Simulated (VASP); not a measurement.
Write the native input for VASP 6.6.1 that does the following.

| Property | Result |
| --- | --- |
| Task | single point |
| Functional | PBE |
| Potentials or basis | VASP PAW PBE potentials, release 64 (Yb, H) |
| Cutoff | 520 eV |
| k mesh | 16 × 16 × 16 |
| Occupations | gaussian, width 0.1 eV |
| Spin | no spin polarisation |
| Dipole correction | no |
| Further INCAR settings | ALGO = Normal; EDIFF = 1e-06; NBANDS = 22 |

The structure of YbH3 lies in POSCAR:

```
YbH3
1.0
    0.0000000000      2.5407171146      2.5407171146
    2.5407171146      0.0000000000      2.5407171146
    2.5407171146      2.5407171146      0.0000000000
Yb H
1 3
Direct
    0.0000000000      0.0000000000      0.0000000000
    0.7500000000      0.7500000000      0.7500000000
    0.2500000000      0.2500000000      0.2500000000
    0.5000000000      0.5000000000      0.5000000000
```

The cell comes from a database or a generator and needn't be the stable form of this composition.

These files were run (other wordings do the same):

INCAR

```
  ALGO = Normal
  EDIFF = 1E-6
  ENCUT = 520
  GGA = PE
  ISIF = 2
  ISMEAR = 0
  LASPH = T
  LCHARG = F
  LREAL = F
  LWAVE = F
  NBANDS = 22
  NELM = 80
  PREC = Accurate
  SIGMA = 0.1
```

KPOINTS

```
k-points
0
Gamma
  16 16 16
```

Potentials or basis: VASP PAW PBE potentials, release 64 (Yb, H).

The run is started by

```bash
$ cat potpaw_PBE.64/Yb/POTCAR potpaw_PBE.64/H/POTCAR > POTCAR
$ mpirun -np 1 vasp_std > vasp.out
```

Results of the run:

The pressure is -0.2 GPa and the band gap on the k mesh is none (metal or under the smearing width).

Caveat: without U or exact exchange the open f shell lies at the Fermi level, which spoils levels, moments and volumes.

It took 3.4 min on 1 thread of AMD EPYC 7R43 64-Core Processor (Zen 3), on a shared host, peak memory 0.22 GiB.
